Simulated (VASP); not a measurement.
# KTaO3: how numerical settings change the zone-centre modes, part 2 of 3

How far do the zone-centre frequencies of KTaO3 depend on the numerical settings? The starting structure is a measured crystal structure from the Crystallography Open Database.

VASP 6.6.1.

## (2) Reference modes (continued)

Level of this step: LDA; plane waves and PAW (Ta_pv, K_sv, O) (VASP).

OUTCAR, selected parts (step 2):

```text
ion  position               nearest neighbor table
   1  0.000  0.000  0.000-   3 1.98   4 1.98   5 1.98   3 1.98   4 1.98   5 1.98   2 3.43   2 3.43
                             2 3.43   2 3.43   2 3.43   2 3.43   2 3.43   2 3.43
   2  0.500  0.500  0.500-   3 2.80   4 2.80   5 2.80   4 2.80   5 2.80   3 2.80   5 2.80   5 2.80
                             3 2.80   4 2.80   4 2.80   3 2.80   1 3.43   1 3.43   1 3.43   1 3.43
   3  0.000  0.000  0.500-   1 1.98   1 1.98   2 2.80   2 2.80   2 2.80   2 2.80
   4  0.000  0.500  0.000-   1 1.98   1 1.98   2 2.80   2 2.80   2 2.80   2 2.80
   5  0.500  0.000  0.000-   1 1.98   1 1.98   2 2.80   2 2.80   2 2.80   2 2.80

  LATTYP: Found a simple cubic cell.
 ALAT       =     3.9600151627

 Subroutine GETGRP returns: Found 48 space group operations
 (whereof 48 operations were pure point group operations)

The static configuration has the point symmetry O_h .

 Found     20 irreducible k-points:

   k-points           NKPTS =     20   k-points in BZ     NKDIM =     20   number of bands    NBANDS=     25

   dimension x,y,z NGX =    30 NGY =   30 NGZ =   30
   dimension x,y,z NGXF=    60 NGYF=   60 NGZF=   60

   ENCUT  =  520.0 eV  38.22 Ry    6.18 a.u.   7.36  7.36  7.36*2*pi/ulx,y,z

   NELECT =      38.0000    total number of electrons

 k-points in reciprocal lattice and weights: Automatic mesh
   0.00000000  0.00000000  0.00000000       0.005
   0.16666667  0.00000000  0.00000000       0.028
   0.33333333  0.00000000  0.00000000       0.028
   0.50000000  0.00000000  0.00000000       0.014
   0.16666667  0.16666667  0.00000000       0.056
   0.33333333  0.16666667  0.00000000       0.111
   0.50000000  0.16666667  0.00000000       0.056
   0.33333333  0.33333333  0.00000000       0.056
   0.50000000  0.33333333  0.00000000       0.056
[...]
0.50000000  0.50000000  0.33333333       0.028
   0.50000000  0.50000000  0.50000000       0.005

 average (electrostatic) potential at core
       1 -40.9874       2 -32.0184       3 -72.8629       4 -72.8629       5 -72.8629

  Total       -0.0004288     -0.0004288     -0.0004288     -0.0000000     -0.0000000      0.0000000
  in kB       -0.0110619     -0.0110619     -0.0110619     -0.0000000     -0.0000000      0.0000000
  external PRESSURE =      -0.0110619 kB  Pullay stress =       0.0000000 kB

  energy-cutoff  :      520.00
  volume of cell :       62.10
      direct lattice vectors                 reciprocal lattice vectors
     3.960015163  0.000000000  0.000000000     0.252524286  0.000000000  0.000000000
     0.000000000  3.960015163  0.000000000     0.000000000  0.252524286  0.000000000
     0.000000000  0.000000000  3.960015163     0.000000000  0.000000000  0.252524286

 POSITION                                       TOTAL-FORCE (eV/Angst)
 -----------------------------------------------------------------------------------
      0.00000      0.00000      0.00000         0.000000      0.000000      0.000000
      1.98001      1.98001      1.98001         0.000000      0.000000      0.000000
      0.00000      0.00000      1.98001         0.000000      0.000000      0.000000
      0.00000      1.98001      0.00000         0.000000      0.000000      0.000000
      1.98001      0.00000      0.00000         0.000000      0.000000      0.000000
 -----------------------------------------------------------------------------------
    total drift:                                0.000000     -0.000000      0.000000

 MACROSCOPIC STATIC DIELECTRIC TENSOR (including local field effects in DFT)
 ------------------------------------------------------
           5.608134     0.000000    -0.000000
           0.000000     5.608134     0.000000
          -0.000000     0.000000     5.608134
 ------------------------------------------------------

 PIEZOELECTRIC TENSOR (including local field effects)  for field in x, y, z        (C/m^2)
          XX          YY          ZZ          XY          YZ          ZX
  --------------------------------------------------------------------------------
  x     0.00000     0.00000     0.00000     0.00000     0.00000     0.00000
  y     0.00000     0.00000     0.00000     0.00000     0.00000     0.00000
  z     0.00000     0.00000     0.00000     0.00000     0.00000     0.00000

 BORN EFFECTIVE CHARGES (including local field effects) (in |e|, cummulative output)
 ---------------------------------------------------------------------------------
 ion    1
    1     8.85858    -0.00000    -0.00000
    2     0.00000     8.85858    -0.00000
    3     0.00000    -0.00000     8.85858
 ion    2
    1     1.15827     0.00000     0.00000
    2    -0.00000     1.15827    -0.00000
    3     0.00000     0.00000     1.15827
 ion    3
    1    -1.70759    -0.00000    -0.00000
    2     0.00000    -1.70759     0.00000
    3    -0.00000    -0.00000    -6.60167
 ion    4
    1    -1.70759     0.00000    -0.00000
    2     0.00000    -6.60167     0.00000
    3     0.00000    -0.00000    -1.70759
 ion    5
    1    -6.60167     0.00000    -0.00000
    2     0.00000    -1.70759     0.00000
    3    -0.00000     0.00000    -1.70759

 Eigenvectors and eigenvalues of the dynamical matrix
 ----------------------------------------------------

   1 f  =   16.688126 THz   104.854586 2PiTHz  556.655955 cm-1    69.016511 meV
             X         Y         Z           dx          dy          dz
      0.000000  0.000000  0.000000    -0.041521   -0.004751    0.000000
      1.980008  1.980008  1.980008    -0.012594   -0.001441    0.000000
      0.000000  0.000000  1.980008    -0.350306   -0.040082    0.000000
      0.000000  1.980008  0.000000    -0.350306    0.098411    0.000000
      1.980008  0.000000  0.000000     0.860097   -0.040082   -0.000000

   2 f  =   16.688126 THz   104.854586 2PiTHz  556.655955 cm-1    69.016511 meV
             X         Y         Z           dx          dy          dz
      0.000000  0.000000  0.000000     0.004751   -0.041521    0.000000
      1.980008  1.980008  1.980008     0.001441   -0.012594    0.000000
      0.000000  0.000000  1.980008     0.040082   -0.350306   -0.000000
      0.000000  1.980008  0.000000     0.040082    0.860097    0.000000
      1.980008  0.000000  0.000000    -0.098411   -0.350306    0.000000

   3 f  =   16.688126 THz   104.854586 2PiTHz  556.655955 cm-1    69.016511 meV
             X         Y         Z           dx          dy          dz
      0.000000  0.000000  0.000000     0.000000   -0.000000   -0.041792
      1.980008  1.980008  1.980008     0.000000   -0.000000   -0.012676
      0.000000  0.000000  1.980008     0.000000   -0.000000    0.865709
      0.000000  1.980008  0.000000     0.000000    0.000000   -0.352591
      1.980008  0.000000  0.000000    -0.000000   -0.000000   -0.352591

   4 f  =    7.300496 THz    45.870369 2PiTHz  243.518335 cm-1    30.192412 meV
             X         Y         Z           dx          dy          dz
      0.000000  0.000000  0.000000    -0.000000   -0.000000    0.000000
      1.980008  1.980008  1.980008     0.000000    0.000000   -0.000000
      0.000000  0.000000  1.980008     0.008349   -0.086402   -0.000000
      0.000000  1.980008  0.000000    -0.008349   -0.000000   -0.701758
      1.980008  0.000000  0.000000    -0.000000    0.086402    0.701758

   5 f  =    7.300496 THz    45.870369 2PiTHz  243.518335 cm-1    30.192412 meV
             X         Y         Z           dx          dy          dz
      0.000000  0.000000  0.000000     0.000000    0.000000   -0.000000
      1.980008  1.980008  1.980008    -0.000000    0.000000   -0.000000
      0.000000  0.000000  1.980008     0.682777    0.183323    0.000000
      0.000000  1.980008  0.000000    -0.682777   -0.000000   -0.014448
      1.980008  0.000000  0.000000     0.000000   -0.183323    0.014448

   6 f  =    7.300496 THz    45.870369 2PiTHz  243.518335 cm-1    30.192412 meV
             X         Y         Z           dx          dy          dz
      0.000000  0.000000  0.000000     0.000000    0.000000   -0.000000
      1.980008  1.980008  1.980008     0.000000   -0.000000    0.000000
      0.000000  0.000000  1.980008    -0.183702    0.677442    0.000000
      0.000000  1.980008  0.000000     0.183702   -0.000000   -0.085594
      1.980008  0.000000  0.000000    -0.000000   -0.677442    0.085594

   7 f  =    5.452081 THz    34.256434 2PiTHz  181.861841 cm-1    22.547984 meV
             X         Y         Z           dx          dy          dz
      0.000000  0.000000  0.000000     0.006956   -0.019957   -0.230854
      1.980008  1.980008  1.980008    -0.027084    0.077700    0.898812
      0.000000  0.000000  1.980008     0.006689   -0.019191   -0.178811
      0.000000  1.980008  0.000000     0.006689   -0.015458   -0.221990
      1.980008  0.000000  0.000000     0.005388   -0.019191   -0.221990

   8 f  =    5.452081 THz    34.256434 2PiTHz  181.861841 cm-1    22.547984 meV
             X         Y         Z           dx          dy          dz
      0.000000  0.000000  0.000000    -0.227309   -0.045411   -0.002924
      1.980008  1.980008  1.980008     0.885011    0.176804    0.011384
      0.000000  0.000000  1.980008    -0.218581   -0.043667   -0.002265
      0.000000  1.980008  0.000000    -0.218581   -0.035174   -0.002812
      1.980008  0.000000  0.000000    -0.176065   -0.043667   -0.002812

   9 f  =    5.452081 THz    34.256434 2PiTHz  181.861841 cm-1    22.547984 meV
             X         Y         Z           dx          dy          dz
      0.000000  0.000000  0.000000     0.044970   -0.226451    0.020931
      1.980008  1.980008  1.980008    -0.175088    0.881667   -0.081494
      0.000000  0.000000  1.980008     0.043243   -0.217756    0.016213
      0.000000  1.980008  0.000000     0.043243   -0.175400    0.020128
      1.980008  0.000000  0.000000     0.034832   -0.217756    0.020128

  10 f  =    3.048104 THz    19.151804 2PiTHz  101.673815 cm-1    12.605941 meV
             X         Y         Z           dx          dy          dz
      0.000000  0.000000  0.000000     0.065081   -0.049372    0.514407
      1.980008  1.980008  1.980008    -0.024962    0.018937   -0.197303
      0.000000  0.000000  1.980008    -0.064374    0.048835   -0.392523
      0.000000  1.980008  0.000000    -0.064374    0.037674   -0.508815
      1.980008  0.000000  0.000000    -0.049661    0.048835   -0.508815

  11 f  =    3.048104 THz    19.151804 2PiTHz  101.673815 cm-1    12.605941 meV
             X         Y         Z           dx          dy          dz
      0.000000  0.000000  0.000000    -0.299000   -0.426470   -0.003103
      1.980008  1.980008  1.980008     0.114683    0.163574    0.001190
      0.000000  0.000000  1.980008     0.295750    0.421834    0.002368
      0.000000  1.980008  0.000000     0.295750    0.325422    0.003070
      1.980008  0.000000  0.000000     0.228155    0.421834    0.003070

  12 f  =    3.048104 THz    19.151804 2PiTHz  101.673815 cm-1    12.605941 meV
             X         Y         Z           dx          dy          dz
      0.000000  0.000000  0.000000     0.421487   -0.294912   -0.081630
      1.980008  1.980008  1.980008    -0.161663    0.113115    0.031310
      0.000000  0.000000  1.980008    -0.416905    0.291706    0.062289
      0.000000  1.980008  0.000000    -0.416905    0.225035    0.080743
      1.980008  0.000000  0.000000    -0.321619    0.291706    0.080743

  13 f/i=    0.011648 THz     0.073189 2PiTHz    0.388548 cm-1     0.048174 meV
             X         Y         Z           dx          dy          dz
      0.000000  0.000000  0.000000     0.132551    0.077643    0.805995
      1.980008  1.980008  1.980008     0.061578    0.036070    0.374437
      0.000000  0.000000  1.980008     0.039757    0.023288    0.241314
      0.000000  1.980008  0.000000     0.039757    0.023246    0.241749
      1.980008  0.000000  0.000000     0.039686    0.023288    0.241749

  14 f/i=    0.011648 THz     0.073189 2PiTHz    0.388548 cm-1     0.048174 meV
             X         Y         Z           dx          dy          dz
      0.000000  0.000000  0.000000     0.364754   -0.734890    0.010807
      1.980008  1.980008  1.980008     0.169452   -0.341404    0.005021
      0.000000  0.000000  1.980008     0.109404   -0.220422    0.003236
      0.000000  1.980008  0.000000     0.109404   -0.220025    0.003241
      1.980008  0.000000  0.000000     0.109207   -0.220422    0.003241

  15 f/i=    0.011648 THz     0.073189 2PiTHz    0.388548 cm-1     0.048174 meV
             X         Y         Z           dx          dy          dz
      0.000000  0.000000  0.000000     0.722918    0.356559   -0.153236
      1.980008  1.980008  1.980008     0.335842    0.165645   -0.071188
      0.000000  0.000000  1.980008     0.216831    0.106946   -0.045879
      0.000000  1.980008  0.000000     0.216831    0.106753   -0.045961
      1.980008  0.000000  0.000000     0.216441    0.106946   -0.045961

 MACROSCOPIC STATIC DIELECTRIC TENSOR IONIC CONTRIBUTION
 ------------------------------------------------------
         158.925377     0.000000     0.000000
           0.000000   158.925377    -0.000000
           0.000000    -0.000000   158.925377
 ------------------------------------------------------

 ELASTIC MODULI CONTR FROM IONIC RELAXATION (kBar)
 Direction    XX          YY          ZZ          XY          YZ          ZX
 --------------------------------------------------------------------------------
 XX           0.0000      0.0000      0.0000      0.0000      0.0000      0.0000
 YY           0.0000      0.0000      0.0000      0.0000      0.0000      0.0000
 ZZ           0.0000      0.0000      0.0000      0.0000      0.0000      0.0000
 XY           0.0000      0.0000      0.0000      0.0000      0.0000      0.0000
 YZ           0.0000      0.0000      0.0000      0.0000      0.0000      0.0000
 ZX           0.0000      0.0000      0.0000      0.0000      0.0000      0.0000
 --------------------------------------------------------------------------------

 PIEZOELECTRIC TENSOR IONIC CONTR  for field in x, y, z        (C/m^2)
          XX          YY          ZZ          XY          YZ          ZX
  --------------------------------------------------------------------------------
  x     0.00000     0.00000     0.00000     0.00000     0.00000     0.00000
  y     0.00000     0.00000     0.00000     0.00000     0.00000     0.00000
  z     0.00000     0.00000     0.00000     0.00000     0.00000     0.00000
```

Energies printed during the response cycles are not total energies of the cell.

Reference: the zone-centre modes are T1u (3) 556.7, T2u 243.5, T1u (2) 181.9, T1u (1) 101.7 cm⁻¹.

## (3) Modes with a 3×3×3 mesh

Against step 2 the input has a 3×3×3 mesh (also changed: KPAR).

Contents of INCAR:

```
SYSTEM = KTaO3
PREC = Accurate
ENCUT = 520
EDIFF = 1E-08
NELM = 100
ISMEAR = 0
SIGMA = 0.03
LREAL = .FALSE.
ALGO = Normal
GGA = CA
NBANDS = 25
LORBIT = 11
LWAVE = .FALSE.
LCHARG = .FALSE.
KPAR = 2
IBRION = 8
LEPSILON = .TRUE.
ISIF = 2
```

Contents of POSCAR:

```
KTaO3
1.0
    3.9600151627      0.0000000000      0.0000000000
    0.0000000000      3.9600151627      0.0000000000
    0.0000000000      0.0000000000      3.9600151627
Ta K O
1 1 3
Direct
    0.0000000000      0.0000000000      0.0000000000
    0.5000000000      0.5000000000      0.5000000000
    0.0000000000      0.0000000000      0.5000000000
    0.0000000000      0.5000000000      0.0000000000
    0.5000000000      0.0000000000      0.0000000000
```

Contents of KPOINTS:

```
Automatic mesh
0
Gamma
3 3 3
0 0 0
```

PAW data sets: Ta_pv, K_sv and O (LDA family, release 64).

Started as:

```sh
> mpirun -np 4 vasp_std
```

The log of the run:

```text
[banner, memory and clock lines left out]
running    4 mpi-ranks, on    1 nodes
[...]
LDA part: xc-table for (Slater(with rela. corr.)+CA(PZ))
 , standard interpolation
|                                                                             |
|           W    W    AA    RRRRR   N    N  II  N    N   GGGG   !!!           |
|           W    W   A  A   R    R  NN   N  II  NN   N  G    G  !!!           |
|           W    W  A    A  R    R  N N  N  II  N N  N  G       !!!           |
|           W WW W  AAAAAA  RRRRR   N  N N  II  N  N N  G  GGG   !            |
|           WW  WW  A    A  R   R   N   NN  II  N   NN  G    G                |
|           W    W  A    A  R    R  N    N  II  N    N   GGGG   !!!           |
|                                                                             |
|     The number of bands has been changed from the values supplied in        |
|     The orbitals not found in the WAVECAR file will be initialized with     |
|     random numbers, which is usually adequate. For correlated               |
[...]
RMM:  16    -0.363356472109E+00   -0.16784E-08   -0.65065E-08   839   0.115E-04    0.295E-05
 first order change of Fermi-energy   0.37830E-01
 force on displaced ion       3 direction 1 :  -1.886   0.000   0.000
 Born effective charge ion    3 direction 1 :  -2.152   0.000   0.000
 Linear response progress:
  Degree of freedom:   4/  4
       N       E                     dE             d eps       ncg     rms          rms(c)
RMM:   1    -0.377923807066E+00   -0.37792E+00    0.30371E-01   618   0.288E+00
RMM:   2    -0.370572884047E+00    0.73509E-02   -0.11590E-02   517   0.520E-01    0.209E-01
RMM:   3    -0.371628178139E+00   -0.10553E-02   -0.34782E-03   504   0.247E-01    0.113E-01
RMM:   4    -0.373410162165E+00   -0.17820E-02   -0.12443E-03   531   0.151E-01    0.393E-02
[...]
RMM:  20    -0.373789981559E+00   -0.29249E-07   -0.31326E-07   476   0.252E-05    0.160E-06
RMM:  21    -0.373789973638E+00    0.79212E-08    0.43779E-07   487   0.225E-05    0.181E-06
RMM:  22    -0.373789950656E+00    0.22981E-07   -0.13436E-07   492   0.206E-05    0.160E-06
 first order change of Fermi-energy  -0.13144E-02
 force on displaced ion       3 direction 3 :  -0.000   0.000 -12.005
 Born effective charge ion    3 direction 3 :   0.000   0.000  -8.502
 Born effective charges drift removed
 Linear response finished
```

Run time: 51 s. Hardware: 4 MPI ranks of AMD EPYC 9R14 (Zen 4), shared host; peak memory 0.61 GiB; 3.3 min of CPU time.

From OUTCAR (step 3):

```text
  Total        0.1100053      0.1100053      0.1100053     -0.0000000      0.0000000     -0.0000000
  in kB        2.8381381      2.8381381      2.8381381     -0.0000000      0.0000000     -0.0000000
  external PRESSURE =       2.8381381 kB  Pullay stress =       0.0000000 kB

 MACROSCOPIC STATIC DIELECTRIC TENSOR (including local field effects in DFT)
 ------------------------------------------------------
           7.340336    -0.000000    -0.000000
           0.000000     7.340336    -0.000000
           0.000000    -0.000000     7.340336
 ------------------------------------------------------

 MACROSCOPIC STATIC DIELECTRIC TENSOR IONIC CONTRIBUTION
 ------------------------------------------------------
           7.238786    -0.000000     0.000000
          -0.000000     7.238786     0.000000
           0.000000     0.000000     7.238786
 ------------------------------------------------------

[... 2 parts as in an earlier step ...]

[... 1 further part left out ...]
```

With a 3×3×3 mesh the modes are T1u (3) 539.6, T1u (2) 180.8, T2u 124.8, T1u (1) -226.2 cm⁻¹; T1u (1), real with the reference, turns imaginary. Imaginary, given as negative numbers: T1u (1).

(Continued in part 3 of 3.)

[Lines on the potential files, build, host, timing and source positions are cut from VASP's logs without a mark.]

[Logs are printed without paths, hosts, clocks, repeated set-up lines and the standing remarks that a program may print on its own settings, such as how far it seeks lower states.]

[Hosts, paths, dates, database ids (printed as entryN), source tags and the programs' standing remarks are cut or masked in the printed files.]
